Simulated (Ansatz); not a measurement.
# How far is PAW off for MgTe?

```
CELL_PARAMETERS angstrom
4.50953 0.00000 0.00000
-2.25477 3.90537 0.00000
0.00000 0.00000 7.34537
ATOMIC_POSITIONS crystal
Mg 0.33333 0.66667 0.00000
Mg 0.66667 0.33333 0.50000
Te 0.33333 0.66667 0.37000
Te 0.66667 0.33333 0.87000
```

Atom numbers follow the list: Mg1, Mg2, Te3, Te4.

The cell is COD entry 1538744, as deposited and not checked against the literature; nothing was relaxed. The listed cell was then made from it by scaling, straining or moving an atom.

No spin–orbit coupling, which matters for the heavy atoms here.

All numbers are computed: DFT, PBEsol, PAW with Ansatz's default frozen-core files, scalar-relativistic (Ansatz 0.2.0); DFT, PBEsol, all-electron LAPW, scalar-relativistic (Ansatz 0.2.0).

For PAW: a Γ-centred 9×9×5 k mesh, Fermi–Dirac smearing of 0.03 eV, cutoff 420 eV, no spin polarisation; the PAW files were made with PBE, and the program remakes their frozen cores for this functional. LAPW targets a basis error of 0.5 meV/atom. The Ansatz runs share mesh, smearing and spin set-up. Plane-wave (PAW) pressures include the program's estimate of the Pulay term.

Stress and pressure are positive in compression.

The change that made this cell: volume scaled by 0.98.

PAW results:

```
              quantity     PAW
        pressure (GPa)    1.25
       stress xx (GPa)    0.84
       stress zz (GPa)    2.07
force on Mg1, z (eV/Å)  -0.225
force on Te3, z (eV/Å)   0.225
         band gap (eV)   2.508
```

Q: What does full-potential LAPW give for the same quantities?

A: 
| quantity | LAPW |
| --- | --- |
| pressure (GPa) | 1.24 |
| stress xx (GPa) | 0.83 |
| stress zz (GPa) | 2.07 |
| force on Mg1, z (eV/Å) | -0.225 |
| force on Te3, z (eV/Å) | 0.225 |
| band gap (eV) | 2.509 |
